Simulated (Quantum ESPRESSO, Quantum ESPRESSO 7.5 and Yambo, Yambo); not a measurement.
## How the form of the self-energy moves the gap of BN (Qingsongite)

How much does the gap of BN (Qingsongite) depend on the approximation to the self-energy?

Calculated with Quantum ESPRESSO 7.5 and Yambo 5.3.0; PBE and many-body steps on it, plane waves.

Most raw output is cut from this account.

**1. Starting point**

It takes space group F-43m (No. 216, cubic). Conventional cell: a = 3.615 Å, b = 3.615 Å, c = 3.615 Å, α = 90.00°, β = 90.00°, γ = 90.00°. B has 4 N at 1.57 Å nearest. Nearest to N lie 4 B at 1.57 Å. Farther neighbours and most contacts between anions are not listed.

The cell and positions come from the Crystallography Open Database and are kept as given unless a step says otherwise.

**2. Empty states on the mesh, 10×10×10 mesh, 143 bands**

This step: Quantum ESPRESSO 7.5; DFT, PBE, plane waves, norm-conserving pseudopotentials.

The sums over transitions need many empty states on a uniform mesh; this step solves for them.

pw.in

```
&control
  calculation = 'nscf'
  prefix = 'x'
  outdir = 'o'
  pseudo_dir = 'pseudo'
/
&system
  ibrav = 0
  nat = 2
  ntyp = 2
  ecutwfc = 72.0
  nbnd = 143
  force_symmorphic = .true.
/
&electrons
  conv_thr = 1e-9
  electron_maxstep = 80
  diago_full_acc = .true.
  diago_thr_init = 5e-6
/
ATOMIC_SPECIES
  B 10.81 B.upf
  N 14.007 N.upf
CELL_PARAMETERS angstrom
  -0.0000000000 1.8075000000 1.8075000000
  1.8075000000 0.0000000000 1.8075000000
  1.8075000000 1.8075000000 -0.0000000000
ATOMIC_POSITIONS crystal
  B 0.0000000000 0.0000000000 0.0000000000
  N 0.2500000000 0.2500000000 0.2500000000
K_POINTS automatic
  10 10 10 0 0 0
```

Started as:

```console
$ OMP_NUM_THREADS=1 mpirun -n 8 pw.x -nk 4 -in pw.in > pw.out
```

The job ended after 12 s (8 MPI ranks of Arm Neoverse V1, shared host; peak memory 0.39 GiB).

This step gave:

```
gap                                                           : 4.535 eV
k of the valence top                                          : 0, 0, 0
k of the conduction bottom                                    : 0, -0.5, -0.5
least direct gap                                              : 8.878 eV
k points computed                                             : 47
lowest point of the top converged band, above the valence top : 273.9612 eV
```

On this mesh the gap is 4.535 eV.

The density comes from a self-consistent run that is not shown.

**3. Conversion and set-up**

This step: Yambo 5.3.0; conversion and set-up on PBE, plane waves, norm-conserving pseudopotentials.

The states are converted to the many-body program's format and the q mesh is built.

Started as:

```console
$ (cd o/x.save; p2y > p2y.log; mv SAVE ../..); yambo > setup.log
```

Run time: 2.3 s. Hardware: 1 MPI rank; peak memory 0.24 GiB.

**4. G0W0, Godby-Needs plasmon pole**

G0W0 replaces the xc potential by the self-energy, built once from these orbitals. Only a window of levels is corrected, while the sums run over the empty bands that the input names.

This step: G0W0 on PBE, plane waves, norm-conserving pseudopotentials.

gw2.in

```
HF_and_locXC
gw0
dyson
ppa
em1d
rim_cut
RandQpts= 1000000
RandGvec= 1 RL
EXXRLvcs= 72 Ry
VXCRLvcs= 288 Ry
Chimod= "HARTREE"
% BndsRnXp
 1 | 60 |
%
NGsBlkXp= 17 Ry
% LongDrXp
 1 | 1 | 1 |
%
% GbndRnge
 1 | 60 |
%
DysSolver= "n"
ExtendOut
PPAPntXp= 27.21138 eV
% QPkrange
 1 | 1 | 3 | 6 |
 31 | 31 | 3 | 6 |
%
```

Started as:

```console
$ OMP_NUM_THREADS=1 mpirun -n 8 yambo -F gw2.in -J gw2 -C gw2 > gw2.log
```

The job ended after 2.9 min (8 MPI ranks; peak memory 2.6 GiB).

Numbers from this step:

```yaml
g0w0_gap_on_the_points_computed: 5.993 eV
starting_gap_on_the_mesh: 4.535 eV
k_of_the_valence_top: 0, 0, 0
k_of_the_conduction_bottom: 0, -0.5, -0.5
least_direct_g0w0_gap_on_the_computed_points: 10.92 eV
z_at_the_valence_top: 0.8268
z_at_the_conduction_bottom: 0.8537
```

The gap on the mesh goes from 4.53 eV to 5.99 eV, a correction of +1.46 eV.

**5. One-shot COHSEX**

This step: one-shot COHSEX on PBE, plane waves, norm-conserving pseudopotentials.

gw4.in

```
HF_and_locXC
gw0
dyson
cohsex
em1s
rim_cut
RandQpts= 1000000
RandGvec= 1 RL
EXXRLvcs= 72 Ry
VXCRLvcs= 288 Ry
Chimod= "HARTREE"
% BndsRnXs
 1 | 60 |
%
NGsBlkXs= 17 Ry
% LongDrXs
 1 | 1 | 1 |
%
% GbndRnge
 1 | 60 |
%
DysSolver= "n"
ExtendOut
% QPkrange
 1 | 1 | 3 | 6 |
 31 | 31 | 3 | 6 |
%
```

Started as:

```console
$ OMP_NUM_THREADS=1 mpirun -n 8 yambo -F gw4.in -J gw4 -C gw4 > gw4.log
```

Run time: 1.7 min. Hardware: 8 MPI ranks; peak memory 2.6 GiB.

Numbers from this step:

```yaml
quasiparticle_gap_on_the_points_computed: 7.501 eV
starting_gap_on_the_mesh: 4.535 eV
k_of_the_valence_top: 0, 0, 0
k_of_the_conduction_bottom: 0, -0.5, -0.5
least_direct_quasiparticle_gap_on_the_computed_points: 12.23 eV
z_at_the_valence_top: 1
z_at_the_conduction_bottom: 1
```

Against G0W0 in Yambo (10×10×10 mesh, 60 bands, screening to 231.3 eV, Godby-Needs plasmon pole), the gap moves by +1.508 eV.

**6. One-shot Hartree-Fock**

This step: one-shot Hartree-Fock on PBE, plane waves, norm-conserving pseudopotentials.

gw5.in

```
HF_and_locXC
rim_cut
RandQpts= 1000000
RandGvec= 1 RL
EXXRLvcs= 72 Ry
VXCRLvcs= 288 Ry
% QPkrange
 1 | 1 | 3 | 6 |
 31 | 31 | 3 | 6 |
%
```

Started as:

```console
$ OMP_NUM_THREADS=1 mpirun -n 8 yambo -F gw5.in -J gw5 -C gw5 > gw5.log
```

The job ended after 4 s (8 MPI ranks; peak memory 2.5 GiB; 31 s of CPU time).

This step gave:

- quasiparticle gap on the mesh: 13.18 eV
- starting gap on the mesh: 4.535 eV
- k of the valence top: 0, 0, 0
- k of the conduction bottom: 0, -0.5, -0.5
- least direct quasiparticle gap on the computed points: 18.97 eV

Against G0W0 in Yambo (10×10×10 mesh, 60 bands, screening to 231.3 eV, Godby-Needs plasmon pole), the gap moves by +7.183 eV.

**7. Side by side**

Times are wall times on 8 MPI ranks of Arm Neoverse V1, shared host, good to a factor of about two.

| run | mesh | bands | screening cutoff (eV) | DFT gap (eV) | gap on the mesh (eV) | direct (eV) | time |
| --- | --- | --- | --- | --- | --- | --- | --- |
| G0W0, Godby-Needs plasmon pole | 10×10×10 | 60 | 231.3 | 4.535 | 5.993 | 10.922 | 2.9 min |
| one-shot COHSEX | 10×10×10 | 60 | 231.3 | 4.535 | 7.501 | 12.229 | 1.7 min |
| one-shot Hartree-Fock | 10×10×10 | - | - | 4.535 | 13.175 | 18.973 | 4 s |

**8. What came out**

| Property | Result |
| --- | --- |
| G0W0, Godby-Needs plasmon pole | 5.993 eV |
| one-shot COHSEX | 7.501 eV |
| one-shot Hartree-Fock | 13.175 eV |
| known limits | not at the basis limit |

One-shot COHSEX: +1.508 eV against G0W0, Godby-Needs plasmon pole. One-shot Hartree-Fock: +7.183 eV against G0W0, Godby-Needs plasmon pole. Bare exchange alone opens the gap to 13.18 eV; against G0W0, correlation takes back 7.18 eV. Static COHSEX lies above G0W0: it lacks the factor Z and overstates the Coulomb hole of the filled states. Bands and cutoff are finite, so the gap is not at the basis limit. The miss can reach some tenths of an eV and take either sign; the mesh is an error of its own.

[Paths, hosts, dates, memory and timing lines, banners, echoed tables and standing remarks are left out of the program output.]

[Logs are printed without paths, hosts, clocks, repeated set-up lines and the standing remarks that a program may print on its own settings, such as how far it seeks lower states.]

[Runs of the session that timed out or met a known fault of the program may be left out.]

[Hosts, paths, dates, database ids (printed as entryN), source tags and the programs' standing remarks are cut or masked in the printed files.]
